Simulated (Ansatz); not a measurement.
# BaTe: the cost of one run

Computed with Ansatz 0.2.0 (reference: DFT, PBEsol, plane waves, PAW, unless a step's input says otherwise).

9 further runs of the same task are left out: 2 for a known fault of the program, 6 that didn't finish, 1 set aside as unsound or not needed.

## Step 1: The starting structure

Symmetry: P6_3/mmc, No. 194, hexagonal system. The conventional cell has a = 4.895 Å, b = 4.895 Å, c = 8.584 Å, α = 90.00°, β = 90.00°, γ = 120.00°. Around Ba (site symmetry -3m) lie 6 Te at 3.55 Å. Te (site symmetry -6m2) has 6 Ba at 3.55 Å as nearest neighbours.

As a file:

```
CELL_PARAMETERS angstrom
4.89537 0.00000 0.00000
-2.44769 4.23952 0.00000
0.00000 0.00000 8.58407
ATOMIC_POSITIONS crystal
Ba 0.00000 0.00000 0.00000
Ba 0.00000 0.00000 0.50000
Te 0.33333 0.66667 0.25000
Te 0.66667 0.33333 0.75000
```

## Step 2: Baseline

Contents of input.yaml:

```yaml
crystal:
  lattice:
    - [4.8953714734, 0.0, 0.0]
    - [-2.4476857367, 4.2395160569, 0.0]
    - [0.0, 0.0, 8.5840688827]
  atoms:
    - { symbol: Ba, position: [0.0, 0.0, 0.0] }
    - { symbol: Ba, position: [0.0, 0.0, 0.5] }
    - { symbol: Te, position: [0.3333333333, 0.6666666667, 0.25] }
    - { symbol: Te, position: [0.6666666667, 0.3333333333, 0.75] }
kpoints:
  mp_grid: { grid: [6, 6, 2] }
hamiltonian:
  xc: pbesol
scf:
  occupations: { method: fixed }
  n_extra_bands: 5
output:
  forces: true
  stress: true
  eigenvalues: true
  write_density: true
  write_potential: true
  elf: true
  volumetric_format: npy
```

Started as:

```bash
> ansatz run input.yaml --threads 4 --pin off --max-ram 3686MiB --backend cpu --events-out ev --progress --plain --runs-dir out
```

Q: Estimate wall time and peak memory on 4 threads of an Arm CPU, shared host.

About 2.3 s, with a peak of 0.51 GiB.
